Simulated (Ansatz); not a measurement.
Al2O3 (Corundum):

```
Al O
1.0
     2.38025    1.37424    4.33187
    -2.38025    1.37424    4.33187
     0.00000   -2.74848    4.33187
Al O
4 6
Direct
  0.85216 0.85216 0.85216
  0.64784 0.64784 0.64784
  0.14784 0.14784 0.14784
  0.35216 0.35216 0.35216
  0.05668 0.75000 0.44332
  0.75000 0.44332 0.05668
  0.44332 0.05668 0.75000
  0.94332 0.25000 0.55668
  0.25000 0.55668 0.94332
  0.55668 0.94332 0.25000
```

```yaml
Program: Ansatz 0.2.0
Task: relaxation of cell and atoms
Functional: PBE
Potentials_or_basis: Ansatz PAW
Cutoff: "420 eV (not typed: the program's choice for these potentials)"
k_mesh: 7 × 7 × 7
Occupations: fermi-dirac, width 0.05 eV
Spin: no spin polarisation
```

At the start: volume 8.50 Å³/atom.

Question: How do energy, volume and symmetry change on relaxing?

Answer: It ends after 8 steps and the volume is 8.76 Å³/atom (+3.0 %); space group R-3c (No. 167, to 0.05 Å).

The path:
```
step  energy change (eV)  largest force (eV/Å)  volume (Å³)
   1              0.0000                0.0290        85.02
   2             -0.0322                0.0254        86.10
   3             -0.0423                0.0108        87.44
   4             -0.0420                0.0036        87.49
   5             -0.0421                0.0023        87.49
   6             -0.0583                0.0017        87.49
   7             -0.0578                0.0006        87.60
   8             -0.0584                0.0006        87.60
```

Final structure:
```
Al O
1.0
     2.40436    1.38816    4.37450
    -2.40436    1.38816    4.37450
     0.00000   -2.77631    4.37450
Al O
4 6
Direct
  0.85215 0.85215 0.85215
  0.64785 0.64785 0.64785
  0.14785 0.14785 0.14785
  0.35215 0.35215 0.35215
  0.05617 0.75000 0.44383
  0.75000 0.44383 0.05617
  0.44383 0.05617 0.75000
  0.94383 0.25000 0.55617
  0.25000 0.55617 0.94383
  0.55617 0.94383 0.25000
```

Caveat: the plane-wave basis is chosen anew once the cell has moved, so the energies of steps on either side of that aren't comparable; the pressure holds a Pulay correction of +0.9 GPa for the finite cutoff.
